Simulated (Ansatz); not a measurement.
# A short bond in PbF₂

```
Pb F
1.0
     0.00000    2.95795    2.95795
     2.95795    0.00000    2.95795
     2.95795    2.95795    0.00000
Pb F
1 2
Direct
  0.00000 0.00000 0.00000
  0.75000 0.75000 0.75000
  0.25000 0.25000 0.25000
```

The cell is Materials Project entry mp-315, used as a structure alone.

Its shortest bond, of 2.562 Å between atom 1 (Pb) and the nearest image of atom 2 (F), is scaled by moving both atoms along it, with the cell held and the other atoms too. The force apart is half the difference of the two atoms' forces along the bond; it holds the pull and push of their other neighbours too.

Level of theory: DFT with PBE, scalar-relativistic, in Ansatz 0.2.0; a Γ-centred 7×7×7 k mesh, Fermi–Dirac smearing of 0.03 eV, no spin polarisation. LAPW: all electrons, basis error target 1 meV/atom; PAW: frozen-core files, cutoff 420 eV; norm-conserving: pseudopotentials, cutoff 1320 eV; PAW (partial waves polarizable): frozen-core files, cutoff 420 eV.

Energies are extrapolated to zero smearing and count from the unscaled cell; pressure is positive in compression; gaps take the mesh and a band path. No temperature or zero-point motion is included.

Spin–orbit coupling is left out, which matters for the heavy atoms.

```csv
bond (Å),force apart (eV/Å),P LAPW (GPa),ΔE LAPW (eV/atom),P PAW − LAPW (GPa),ΔE PAW − LAPW (meV/atom),force PAW − LAPW (eV/Å)
2.562,0.00,3.16,0.000,-0.01,0.0,0.000
2.254,0.88,5.13,0.036,-0.01,0.0,0.001
1.793,10.57,25.9,?,0.05,0.6,0.023
1.639,22.71,45.9,1.466,-0.38,-1.1,-0.228
```

Task: Give the missing entry: row "1.793", column "ΔE LAPW (eV/atom)".

Result: 0.651.

Task: At the last bond length, how far do norm-conserving and PAW (partial waves polarizable) lie from LAPW in pressure and in the largest force component?

Result: norm-conserving: +0.51 GPa, 0.185 eV/Å; PAW (partial waves polarizable): -0.41 GPa, 0.143 eV/Å, on a LAPW pressure of 45.9 GPa.

Task: How do the Löwdin populations by LAPW change from the unscaled cell to the last row, on the two atoms of the bond?

Result: Pb1 6s 1.94 → 1.81, Pb1 6p 0.95 → 1.15, Pb1 5d 10.00 → 9.96, F2 2s 1.91 → 1.83 electrons an atom. These are projections on the shells that the free atoms fill; 0.07 e a cell lies outside them at the start and 0.10 e at the end.
